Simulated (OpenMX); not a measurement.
TiCo:

```
Co Ti
1.0
     2.98611    0.00000    0.00000
     0.00000    2.98611    0.00000
     0.00000    0.00000    2.98611
Co Ti
1 1
Direct
  0.50000 0.50000 0.50000
  0.00000 0.00000 0.00000
```

The cell comes from a database or a generator and needn't be the stable form of this composition.

Base run:

- Program: OpenMX 3.8.5
- Functional: PBE
- Potentials or basis: OpenMX 2013 PBE set, Co6.0H-s3p2d2, Ti7.0-s3p2d2, grid cutoff 500 Ry
- k mesh: 7 × 7 × 7
- Occupations: fermi-dirac, width 0.05 eV
- Spin: collinear spin, ferromagnetic start
- Starting moments: [2.0, 1.0] μB

Its results: pressure 2.1 GPa; net moment 0.85 μB per cell; site moments Co +1.05; Ti -0.20 μB.

**Question.** The run is repeated on the same cell with these changes: potentials or basis from OpenMX 2013 PBE set, Co6.0H-s3p2d2, Ti7.0-s3p2d2, grid cutoff 500 Ry to OpenMX 2013 PBE set, Co6.0H-s3p2d2f1, Ti7.0-s3p2d2f1, grid cutoff 500 Ry; k mesh from 7 × 7 × 7 to 9 × 9 × 9. What comes out?

**Answer.** Pressure 0.7 GPa; net moment 0.84 μB per cell; site moments Co +1.02; Ti -0.18 μB.

Caveats: the basis of atomic orbitals isn't converged, which shifts pressures, moduli and gaps.
